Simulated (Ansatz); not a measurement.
## Elastic constants of MgTe (F-43m), step by step

```xyz
2
Lattice="0.0000 3.2194 3.2194 3.2194 0.0000 3.2194 3.2194 3.2194 0.0000" Properties=species:S:1:pos:R:3 pbc="T T T"
Mg    0.0000    0.0000    0.0000
Te    1.6097    1.6097    1.6097
```

The conventional cell has a = 6.439 Å, b = 6.439 Å, c = 6.439 Å, α = 90.00°, β = 90.00°, γ = 90.00°. Around Mg (atom 1) lie 4 Te at 2.79 Å. Te (atom 2) is surrounded by 4 Mg at 2.79 Å.

Level of theory, where no other is named: PBEsol, all-electron LAPW in Ansatz 0.2.0, scalar-relativistic. k mesh 6×6×6, fixed occupations, basis error target 1 meV/atom. The cell was relaxed by PAW under this functional. The structure is one entry of a database and needn't be the stable phase.

The cell is cubic and carries a residual pressure of 0.00 GPa at this level. Each strain component that symmetry leaves independent is applied at ±0.008, the ions relax wherever a strain frees them, and the stress (tension positive, GPa) is read. Shears are engineering strains, γ = 2ε.

```json
{"strain": "xx", "size": "-0.008", "σxx": "-0.3686", "σyy": "-0.2603", "σzz": "-0.2603", "σyz": "0.0000", "σxz": "0.0000", "σxy": "0.0000"}
{"strain": "xx", "size": "+0.008", "σxx": "0.3615", "σyy": "0.2440", "σzz": "0.2440", "σyz": "0.0000", "σxz": "0.0000", "σxy": "0.0000"}
{"strain": "yz", "size": "-0.008", "σxx": "-0.0005", "σyy": "-0.0018", "σzz": "-0.0018", "σyz": "-0.1326", "σxz": "0.0000", "σxy": "0.0000"}
{"strain": "yz", "size": "+0.008", "σxx": "-0.0005", "σyy": "-0.0018", "σzz": "-0.0018", "σyz": "0.1326", "σxz": "0.0000", "σxy": "0.0000"}
```

A central difference gives one constant, for example C11 ≈ (0.3615 − (-0.3686))/(0.016) = 45.6 GPa; the program then imposes the crystal's symmetry on the whole matrix.

(1) What are the independent elastic constants?

(2) Do they meet the Born conditions?

(3) What moduli does a random aggregate of grains have?

(4) With the density of 3.780 g/cm³, how fast does sound travel, and what Debye temperature follows?

(5) How far do the constants move if PAW replaces LAPW in the same cell?

(6) How do the constants change if the ions are clamped to the homogeneous strain?

(7) What happens at 10 GPa (cell relaxed there)?

## Answers

(1) C11 = 45.6, C12 = 31.5, C44 = 16.6 GPa.

(2) C11 − C12 = 14.1, C11 + 2C12 = 108.7 and C44 = 16.6 GPa must all be positive, so the crystal is elastically stable; that says nothing yet of its phonons.

(3) B = (C11 + 2C12)/3 = 36.2 GPa. G_V = (C11 − C12 + 3C44)/5 = 12.8 and G_R = 5(C11 − C12)C44/(4C44 + 3(C11 − C12)) = 10.8, so G_H = 11.8 GPa. Then E = 9BG/(3B + G) = 31.8 GPa, ν = (3B − 2G)/(6B + 2G) = 0.353 and B/G = 3.08, on the ductile side of Pugh's 1.75 (a rule of thumb, made for metals; it doesn't predict ductility here).

(4) 

| direction | slow (m/s) | middle (m/s) | fast (m/s) |
| --- | --- | --- | --- |
| [100] | 2094 | 2094 | 3475 |
| [110] | 1366 | 2094 | 3820 |
| [111] | 1645 | 1645 | 3928 |

The mean of v⁻³ over directions and branches gives v_m = 1964 m/s and θ_D = (ħ/k_B) v_m (6π²n)^(1/3) = 182 K, n being atoms per volume. Young's modulus spans 20 to 43 GPa over directions, and the universal anisotropy index is 0.93.

(5) 

```json
{"constant": "C11", "LAPW (GPa)": "45.6", "PAW (GPa)": "45.6", "difference": "0.0"}
{"constant": "C12", "LAPW (GPa)": "31.5", "PAW (GPa)": "31.6", "difference": "0.1"}
{"constant": "C44", "LAPW (GPa)": "16.6", "PAW (GPa)": "16.5", "difference": "-0.1"}
```

(6) Clamped values, with the change against relaxed ions: C11 = 45.6 (+0.0), C12 = 31.5 (+0.0), C44 = 32.5 (+15.9) GPa.

(7) The volume falls to 0.8297 of its value, and C11 = 75.5, C12 = 72.8, C44 = 8.4 GPa (slopes of the stress), in this structure whether or not another phase takes over.

Caveats: constants at zero field, no piezoelectric stiffening; the frozen-core PAW files of the compared runs were fitted under PBE, their cores solved anew for this functional.
